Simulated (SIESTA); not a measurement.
The system is ZnO (zincite).

```
Zn O
1.0
     3.24931    0.00000    0.00000
    -1.62465    2.81398    0.00000
     0.00000    0.00000    5.20571
Zn O
2 2
Direct
  0.66667 0.33333 0.00000
  0.33333 0.66667 0.50000
  0.33333 0.66667 0.87901
  0.66667 0.33333 0.37901
```

Base run:

```yaml
Program: SIESTA 5.4.2
Functional: PBEsol
Potentials_or_basis: PseudoDojo 0.4 standard (PBEsol files)
Basis: DZP (energy shift 0.002 Ry)
Grid_cutoff: 800 Ry
Energy_shift: 0.002 Ry
k_mesh: 9 × 9 × 5
Occupations: fermi-dirac, width 0.05 eV
Spin: no spin polarisation
```

Its results: band gap on the k mesh 1.07 eV, direct; pressure 0.2 GPa; largest force 0.116 eV/Å.

The run is repeated on the same cell with these changes: functional from PBEsol to AM05. What comes out?

Band gap on the k mesh 1.13 eV, direct; pressure 0.8 GPa; largest force 0.118 eV/Å.

Caveats: semicore shells carry a single zeta, which can move pressures by several GPa and volumes by a few percent; the valence orbitals were made in a potential fitted to the semicore shell under them, which widens gaps by tenths of an eV or more; the basis of atomic orbitals isn't converged, which shifts pressures, moduli and gaps; the potentials were made for another functional, which shifts forces and pressure (some runs).
